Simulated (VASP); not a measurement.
Input of a VASP 6.6.1 run:

The input INCAR:

```
SYSTEM = B
ALGO = Normal ; EDIFF = 1E-6
EDIFFG = -0.01 ; ENCUT = 520
GGA = PE ; IBRION = 2
ISIF = 3 ; ISMEAR = 0
KPAR = 8 ; LASPH = .TRUE.
LCHARG = .FALSE. ; LREAL = .FALSE.
LWAVE = .FALSE. ; NELM = 120
NSW = 90 ; PREC = Accurate
SIGMA = 0.1
```

KPOINTS

```
k-points
0
G
  5 5 4
  0 0 0
```

Contents of POSCAR:

```
B
1.0
    5.0576000000      0.0000000000      0.0000000000
    0.0000000000      5.6245000000      0.0000000000
    0.0000000000      0.0000000000      6.9884000000
B
28
Direct
    0.1539000000      0.5938000000      0.7924000000
    0.8461000000      0.4062000000      0.7924000000
    0.6539000000      0.9062000000      0.7076000000
    0.3461000000      0.0938000000      0.7076000000
    0.8461000000      0.4062000000      0.2076000000
    0.1539000000      0.5938000000      0.2076000000
    0.3461000000      0.0938000000      0.2924000000
    0.6539000000      0.9062000000      0.2924000000
    0.6469000000      0.7284000000      0.5000000000
    0.3531000000      0.2716000000      0.5000000000
    0.1469000000      0.7716000000      0.0000000000
    0.8531000000      0.2284000000      0.0000000000
    0.3362000000      0.5076000000      0.0000000000
    0.6638000000      0.4924000000      0.0000000000
    0.8362000000      0.9924000000      0.5000000000
    0.1638000000      0.0076000000      0.5000000000
    0.8391000000      0.7189000000      0.8737000000
    0.1609000000      0.2811000000      0.8737000000
    0.3391000000      0.7811000000      0.6263000000
    0.6609000000      0.2189000000      0.6263000000
    0.1609000000      0.2811000000      0.1263000000
    0.8391000000      0.7189000000      0.1263000000
    0.6609000000      0.2189000000      0.3737000000
    0.3391000000      0.7811000000      0.3737000000
    0.6690000000      0.9823000000      0.0000000000
    0.3310000000      0.0177000000      0.0000000000
    0.1690000000      0.5177000000      0.5000000000
    0.8310000000      0.4823000000      0.5000000000
```

Potentials or basis: VASP PAW PBE potentials, release 64 (B).

Launch:

```sh
$ cat potpaw_PBE.64/B/POTCAR > POTCAR
$ mpirun -np 8 vasp_std > vasp.out
```

Q: What does it give for the relaxed volume?

A: 6.99 Å³/atom.

Q: Estimate the band gap on the k mesh.

A: 1.54 eV, indirect (least direct gap 1.73 eV).

Q: What does it give for the space group after relaxing (to 0.05 Å)?

A: Pnnm (No. 58).

Q: Estimate the relaxed cell.

A: a = 5.041 Å, b = 5.608 Å, c = 6.923 Å, α = 90.00°, β = 90.00°, γ = 90.00°.

Step by step:
```
step  energy change (eV)  largest force (eV/Å)  pressure (GPa)  volume (Å³)
   1              0.0000                0.2958           -3.04       198.80
   2             -0.0308                0.3287            1.63       194.94
   3             -0.0422                0.1592           -0.01       196.24
   4             -0.0516                0.1608            0.31       195.56
   5             -0.0518                0.1170            0.27       195.66
   6             -0.0539                0.0709           -0.11       195.79
   7             -0.0541                0.0428           -0.03       195.76
   8             -0.0546                0.0186           -0.03       195.75
   9             -0.0546                0.0199           -0.03       195.75
  10             -0.0547                0.0095            0.01       195.72
```

Caveat: an odd mesh through Γ misses points on the zone boundary, where band edges often lie.
